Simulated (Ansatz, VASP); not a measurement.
# SiC214 in two plane-wave programs, part 2 of 2

Aim: how closely do two programs agree when they are given the same cell, functional and k mesh? The cell is taken from a series of runs on this material, whose earlier steps may have relaxed, scaled, displaced or heated it; both programs get it as it stands.

VASP 6.6.1 and Ansatz 0.2.0.

So far: The starting structure; Ansatz: single point, PBE.

### 3. VASP: single point, PBE

Level of this step: PBE, spin-polarised from a ferromagnetic start; plane waves and PAW (C, Si) (VASP).

The same cell, functional, mesh and smearing now go to VASP, with its own data sets.

Lines of VASP's logs that name or quote its potential files are left out, and so is its time.

File INCAR:

```
SYSTEM = SiC214
PREC = Accurate
ENCUT = 520
EDIFF = 1E-06
NELM = 200
ISMEAR = -1
SIGMA = 0.01
LREAL = Auto
ALGO = Normal
GGA = PE
NELECT = 861
NBANDS = 581
ISPIN = 2
MAGMOM = 0 0 0 0 0 0 0 0 0 0 0 0 0 0 0 -0 0 0 0 0 0 0 0 0 0 0 0 0 0 0 0 0.01 0 0 0.01 0 0 0 0 0 0 0 0 0 0 0 -0 0 0 0 0 0 0 0 0 0 0 0 0 0 0 0 0.01 0 0 0 0.01 0 0 0 0 0 0 0 0 0 0 0 0 0.01 0 0.01 0 0 0 0 0 0 0 0 0 0 0 -0 0 0 0 0 0 0 0 0 0 0 0.05 0 0 0.05 0.05 0.05 0 0.05 0.05 0 0 0 0 0 0 0 0 0 0 0 0 0 0 0 -0 0 0 0 0 0 0.01 0 0 0 0 0 0.01 0 0 0 0 0 0 0 0 0 0 0 0 0 0 0.01 0 0 0 0.01 0 0 0 0 0 0 0 0 0 0 0 0 0 0 0 -0 0 0 0 0 0 0 0.01 0 0 0 0 0.01 0 0 0 0 0 0 0 0 0 0 -0 0 0 0 0 0 0 0 0 0 0 0 0 0 0 0 0.01
LORBIT = 11
LWAVE = .FALSE.
LCHARG = .FALSE.
ISIF = 2
NUPDOWN = 1
LASPH = .TRUE.
GGA_COMPAT = .FALSE.
```

File POSCAR:

```
SiC214
1.0
   10.7147452545      0.0000000000      0.0000000000
    0.0000000000     10.7147452545      0.0000000000
    0.0000000000      0.0000000000     10.7147452545
C Si
214 1
Direct
    0.9998000000      0.9998000000      0.1665500000
    0.0004500000      0.1667700000      0.9995500000
[... 13 atom lines left out ...]
    0.2532200000      0.2532200000      0.5804900000
[... 19 atom lines left out ...]
    0.1662600000      0.5005100000      0.4994900000
    0.0839000000      0.4172900000      0.5827100000
[... 1 atom line left out ...]
    0.2475500000      0.4160100000      0.4127600000
    0.2475500000      0.5872400000      0.5839900000
[... 2 atom lines left out ...]
    0.1691700000      0.3352300000      0.6647700000
[... 3 atom lines left out ...]
    0.2532200000      0.4195100000      0.7467800000
[... 32 atom lines left out ...]
    0.5834700000      0.2478100000      0.2480100000
[... 3 atom lines left out ...]
    0.5005100000      0.1662600000      0.4994900000
    0.4172900000      0.0839000000      0.5827100000
    0.4160100000      0.2475500000      0.4127600000
[... 1 atom line left out ...]
    0.5872400000      0.2475500000      0.5839900000
[... 1 atom line left out ...]
    0.3352300000      0.1691700000      0.6647700000
[... 3 atom lines left out ...]
    0.4195100000      0.2532200000      0.7467800000
[... 5 atom lines left out ...]
    0.4993700000      0.4993700000      0.1672300000
    0.4161600000      0.4161600000      0.2495900000
[... 2 atom lines left out ...]
    0.5814400000      0.5814400000      0.2525000000
    0.3330000000      0.3330000000      0.4897000000
    0.3294200000      0.5006600000      0.3308800000
    0.5006600000      0.3294200000      0.3308800000
    0.4063600000      0.5836700000      0.4163300000
    0.5836700000      0.4063600000      0.4163300000
    0.5836700000      0.5836700000      0.5936400000
    0.3352300000      0.3352300000      0.8308300000
    0.3330000000      0.5103000000      0.6670000000
    0.5103000000      0.3330000000      0.6670000000
    0.5005100000      0.5005100000      0.8337400000
    0.4172900000      0.4172900000      0.9161000000
    0.4160100000      0.5872400000      0.7524500000
    0.5872400000      0.4160100000      0.7524500000
[... 9 atom lines left out ...]
    0.3294200000      0.6691200000      0.4993400000
[... 1 atom line left out ...]
    0.4971600000      0.6634400000      0.3365600000
    0.4993700000      0.8327700000      0.5006300000
    0.4161600000      0.7504100000      0.5838400000
[... 1 atom line left out ...]
    0.5814400000      0.7475000000      0.4185600000
[... 3 atom lines left out ...]
    0.5006600000      0.6691200000      0.6705800000
[... 3 atom lines left out ...]
    0.5834700000      0.7519900000      0.7521900000
[... 33 atom lines left out ...]
    0.6691200000      0.3294200000      0.4993400000
    0.6634400000      0.4971600000      0.3365600000
[... 1 atom line left out ...]
    0.8327700000      0.4993700000      0.5006300000
    0.7504100000      0.4161600000      0.5838400000
    0.7475000000      0.5814400000      0.4185600000
[... 3 atom lines left out ...]
    0.6691200000      0.5006600000      0.6705800000
[... 14 atom lines left out ...]
    0.6634400000      0.6634400000      0.5028400000
[... 15 atom lines left out ...]
    0.4583400000      0.4583400000      0.5416600000
```

File KPOINTS:

```
Automatic mesh
0
Gamma
1 1 1
0 0 0
```

PAW data sets: C and Si (PBE family, release 64).

Started as:

```sh
> export OMP_NUM_THREADS=4
> mpirun -np 1 vasp_gam
```

Numbers of over 12 decimals in the logs are rounded to 6 here.

Output:

```text
[banner, memory and clock lines left out]
running    1 mpi-ranks, on    1 nodes
[...]
Offloading initialized ...    1 GPUs detected
[...]
LDA part: xc-table for (Slater+PW92), standard interpolation
 POSCAR, INCAR and KPOINTS ok, starting setup
[...]
entering main loop
       N       E                     dE             d eps       ncg     rms          rms(c)
DAV:   1     0.613777174707E+04    0.61378E+04   -0.52360E+05  2332   0.154E+03
DAV:   2    -0.140288342110E+04   -0.75407E+04   -0.70633E+04  3030   0.352E+02
DAV:   3    -0.198949496349E+04   -0.58661E+03   -0.58016E+03  2928   0.931E+01
DAV:   4    -0.200331795949E+04   -0.13823E+02   -0.13760E+02  2920   0.155E+01
DAV:   5    -0.200364731579E+04   -0.32936E+00   -0.32863E+00  2920   0.226E+00BRMIX: very serious problems
 the old and the new charge density differ
 old charge density:   860.00000 new  861.00000
    0.579E+01
DAV:   6    -0.195065314515E+04    0.52994E+02   -0.39117E+01  2760   0.780E+00    0.343E+01
DAV:   7    -0.193356831474E+04    0.17085E+02   -0.47914E+01  2720   0.865E+00    0.782E+00
DAV:   8    -0.193367551877E+04   -0.10720E+00   -0.22331E+00  2856   0.192E+00    0.195E+00
DAV:   9    -0.193367750330E+04   -0.19845E-02   -0.16805E-01  2888   0.600E-01    0.788E-01
[...]
DAV:  14    -0.193368207582E+04   -0.39537E-04   -0.37133E-05  2816   0.102E-02    0.118E-02
DAV:  15    -0.193368208128E+04   -0.54646E-05   -0.62553E-06  2728   0.383E-03    0.379E-03
DAV:  16    -0.193368208174E+04   -0.45791E-06   -0.36453E-07  1824   0.920E-04
   1 F= -.19336821E+04 E0= -.19336752E+04  d E =-.138629E-01  mag=     1.0000
```

From OUTCAR (step 3):

```text
 magnetization (x)
# of ion       s       p       d       tot
------------------------------------------
    1        0.000   0.001   0.000   0.001
    2        0.000   0.001   0.000   0.001
    3        0.000   0.001   0.000   0.001
    4        0.000   0.001   0.000   0.001
    5        0.000   0.001   0.000   0.001
    6       -0.000   0.000   0.000   0.000
[...]
213        0.000   0.001   0.000   0.001
  214        0.000   0.001   0.000   0.001
  215       -0.005  -0.010   0.000  -0.015
--------------------------------------------------
tot          0.051   0.615   0.000   0.666
```

The run ends at a pressure of 3.73 GPa, with forces up to 0.050 eV/Å.

### 4. Differences

Known differences besides the potentials themselves: VASP starts from the moments at which Ansatz ended; the cutoff is 420 eV in Ansatz and 520 eV in VASP (PREC = Accurate, projectors in real space); site moments are counted in spheres of each program's own size. Total energies have different zeros and are not compared.

The two programs side by side:

| quantity | Ansatz | VASP | difference |
| --- | --- | --- | --- |
| total moment, fixed by the input (μB) | 1.00 | 1.00 | 0.00 |
| moment on C105 (μB) | 0.05 | 0.07 | -0.02 |
| moment on C113 (μB) | 0.05 | 0.07 | -0.02 |
| moment on C109 (μB) | 0.05 | 0.07 | -0.02 |
| moment on C110 (μB) | 0.05 | 0.07 | -0.02 |
| moment on C108 (μB) | 0.05 | 0.07 | -0.02 |
| moment on C112 (μB) | 0.05 | 0.07 | -0.02 |

At this near-relaxed geometry the largest component of a force difference is 18 meV/Å. The cell carries a charge of -1 e against a uniform background, so its pressure also hangs on how the neutralising background is counted, and in a defect's cell a gap may be the spacing between its levels.

### 5. Summary of results

```json
{"difference in moment on C105 (single point, PBE)": "-0.015 μB"}
```

In words: The difference in moment on C105 is -0.015 μB (single point, PBE). Such differences can come from data sets, numerical settings and the points named under the comparisons, not from the functional's error against experiment.

[Lines on the potential files, build, host, timing and source positions are cut from VASP's logs without a mark.]

[Logs are printed without paths, hosts, clocks, repeated set-up lines and the standing remarks that a program may print on its own settings, such as how far it seeks lower states.]

[Hosts, paths, dates, database ids (printed as entryN), source tags and the programs' standing remarks are cut or masked in the printed files.]
